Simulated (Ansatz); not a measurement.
Born–Oppenheimer molecular dynamics of a periodic cell of 36 atoms, TiO2 (start crystal TiO2, start structure P3_121, volume 1.05 times the crystal's). It goes on from the last frame of an earlier run, with new velocities.

The calculation used DFT PBE, scalar-relativistic, plane waves, PAW in Ansatz 0.2.0. Settings: accuracy low, PAW set soft_1, cutoff 420 eV, k mesh 2x2x1, fermi-dirac smearing 0.24 eV, no spin polarisation.

```
ensemble             : NVT, Langevin thermostat
time step            : 1.5 fs
steps asked          : 189
set temperature      : 2240 K
friction             : 0.02 /fs
temperature schedule : 142 steps to 300 K, then 47 steps to 300 K
seed                 : 996815
```

First frame:

```xyz
36
Lattice="-2.6889 4.6573 6.2336 5.3778 0.0000 6.2336 5.3778 9.3145 0.0000" Properties=species:S:1:pos:R:3
Ti -0.057 4.354 8.403
Ti 4.260 11.217 4.289
Ti 1.412 2.237 -0.176
O 1.583 0.943 1.168
O 0.963 5.302 9.906
O 3.377 2.777 6.065
O 5.891 11.118 5.110
O 3.804 3.115 9.196
O 5.723 3.635 7.079
Ti 2.530 9.217 8.537
Ti 1.632 6.670 4.020
Ti 4.428 7.161 0.061
O 4.365 5.498 1.049
O 3.805 9.511 9.892
O 5.784 7.784 5.029
O 3.314 6.668 4.847
O 7.161 7.536 8.387
O 9.399 8.320 7.622
Ti 5.013 4.534 8.497
Ti 4.173 2.367 4.414
Ti 4.171 7.042 6.429
O 4.030 5.496 7.306
O 0.761 5.147 3.847
O 0.784 7.372 5.724
O 3.385 6.334 10.710
O 3.741 3.622 3.360
O 3.534 8.172 7.439
Ti 7.965 9.058 8.558
Ti 6.913 6.809 4.000
Ti 1.700 2.409 6.370
O 6.960 10.309 7.449
O 3.067 9.544 3.757
O 3.520 11.998 5.624
O 5.687 11.488 11.279
O 6.925 7.519 2.406
O 0.767 3.902 6.940
```

Problem. What does the run give?

Solution. The run went to its last step.

```
steps done                                               : 189
time covered                                             : 283.5 fs
mean temperature over the second half                    : 722 K
spread of the potential energy over the second half      : 42.8 meV per atom
mean potential energy of the second half above the start : -219.4 meV per atom
```

The schedule's set-point averaged 462 K over the second half and the system 722 K, so it lags behind the ramp. A run of 0.28 ps of so small a system gives no equilibrium averages. Limits of this set-up: coarse k mesh, low accuracy level.

Problem. What happens to the structure?

Solution. Mean squared displacements from the first frame to the last, about the centre of mass: Ti 0.15 Å², O 0.47 Å². This is one draw of velocities; another would differ in detail.

Problem. How do temperature and energy run in time?

Solution. 
```csv
time (fs),T (K),potential energy less start (eV)
0,2178,0.000
22.5,2103,-0.519
45,1837,-1.921
67.5,2241,-3.667
90,1774,-3.053
112.5,1665,-4.526
135,1348,-4.801
157.5,1018,-5.408
180,1113,-7.174
202.5,843,-7.914
225,553,-8.649
247.5,442,-9.250
270,352,-9.566
```

Time of the run: 31 min on 4 threads of Arm Neoverse V2, on a shared host, peak memory 2.5 GiB.
